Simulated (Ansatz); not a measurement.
Crystal: KCl.

```
K Cl
1.0
     3.83920    0.00000    0.00000
     0.00000    3.83920    0.00000
     0.00000    0.00000    3.83920
K Cl
1 1
Direct
  0.00000 0.00000 0.00000
  0.50000 0.50000 0.50000
```

Measurements of this composition are mostly on another form, of space group No. 225.

Base run:

```yaml
Program: Ansatz 0.2.0
Functional: PBEsol
Potentials_or_basis: Ansatz PAW
Cutoff: "420 eV (not typed: the program's choice for these potentials)"
k_mesh: 7 × 7 × 7
Occupations: fermi-dirac, width 0.05 eV
Spin: no spin polarisation
```

Its results: band gap on the k mesh 4.64 eV, indirect (least direct gap 4.83 eV); pressure -1.4 GPa.

Problem. After a change of settings the same cell gave: band gap on the k mesh 5.57 eV, indirect (least direct gap 5.76 eV); pressure -1.1 GPa. Which change was it?
A. functional from PBEsol to r2SCAN; cutoff from 420 eV (not typed: the program's choice for these potentials) to 500 eV (not typed: the program's choice for these potentials)
B. functional from PBEsol to PBE
C. functional from PBEsol to LDA

Solution. A.

r2SCAN gives the wider gap, since meta-GGAs in the generalised Kohn-Sham scheme recover part of the derivative discontinuity.

Caveats: the PAW data sets come from PBE, with cores solved anew for the run's functional, which leaves a small shift of forces and pressure.
